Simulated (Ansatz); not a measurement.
Cold compression of Pb (hcp type)

```xyz
2
Lattice="3.5388 0.0000 0.0000 -1.7694 3.0647 0.0000 0.0000 0.0000 5.8691" Properties=species:S:1:pos:R:3 pbc="T T T"
Pb    0.0000    2.0431    1.4673
Pb    1.7694    1.0216    4.4018
```

The cell comes from a relaxation on PAW files under the same functional, begun from a prototype that needn't be the stable phase.

Its volume is scaled, and at each volume shape and atoms are relaxed on PAW files; all methods then take that cell.

Computed with Ansatz 0.2.0; functional PBE, scalar-relativistic. Settings: a Γ-centred 14×14×8 k mesh, Fermi–Dirac smearing of 0.05 eV, no spin polarisation. Methods: LAPW: all electrons, basis error target 1 meV/atom; PAW: frozen-core files, cutoff 420 eV; crystal datasets: all electrons, by PAW datasets that the program makes for each cell; norm-conserving: pseudopotentials, cutoff 850 eV; PAW (cutoff 300 eV): frozen-core files, cutoff 300 eV.

Energies are extrapolated to zero smearing and count from the unscaled cell; pressure is positive in compression; gaps take the mesh and a band path. No temperature or zero-point motion is included.

Spin–orbit coupling is left out, which matters for the heavy atoms. The structure type is held throughout; the real material can change phase at far lower pressure.

```
V/V0  V (Å³/atom)  P LAPW (GPa)  ΔE LAPW (eV/atom)  P PAW − LAPW (GPa)  ΔE PAW − LAPW (meV/atom)  space group  shortest distance (Å)
1.00        31.83          0.01              0.000               -0.01                       0.0     P6_3/mmc                  3.539
0.90        28.64          5.29              0.047               -0.01                      -0.1     P6_3/mmc                  3.412
0.80        25.46         15.20              0.239               -0.01                      -0.3     P6_3/mmc                  3.280
0.70        22.28          33.9              0.707               -0.01                      -0.5     P6_3/mmc                  3.142
0.60        19.10             ?                  ?                   ?                         ?            ?                      ?
0.50        15.91         151.1              3.799                0.13                       0.6     P6_3/mmc                  2.813
0.40        12.73         348.9              8.453                0.57                       6.8     P6_3/mmc                  2.613
```

Question: Fit the Vinet equation to the LAPW pressures shown (residuals weighted by 1/(|P| + 0.03·Pmax)), and predict the pressure of the withheld row.

Answer: The fit gives V0 = 31.91 Å³/atom, B0 = 35.1 GPa and B0′ = 5.81. At 19.10 Å³/atom, x = (V/V0)^(1/3) = 0.8427, and P = 3·B0·(1 − x)/x²·exp[1.5·(B0′ − 1)·(1 − x)] = 72.5 GPa. The run itself gave 70.8 GPa (+2.4 % off) and ΔE = 1.704 eV/atom.

Question: At the smallest volume, how far do crystal datasets and norm-conserving and PAW (cutoff 300 eV) lie from LAPW in pressure?

Answer: crystal datasets: 0.00 GPa; norm-conserving: +1.92 GPa; PAW (cutoff 300 eV): +1.67 GPa, on a LAPW pressure of 348.9 GPa.

Question: How do the Löwdin populations by LAPW change from the unscaled cell to the last row?

Answer: Pb 6s 1.83 → 1.50, Pb 6p 2.17 → 2.58, Pb 5d 9.99 → 9.93 electrons an atom. These are projections on the shells that the free atoms fill; 0.04 e a cell lies outside them at the start and 0.11 e at the end.
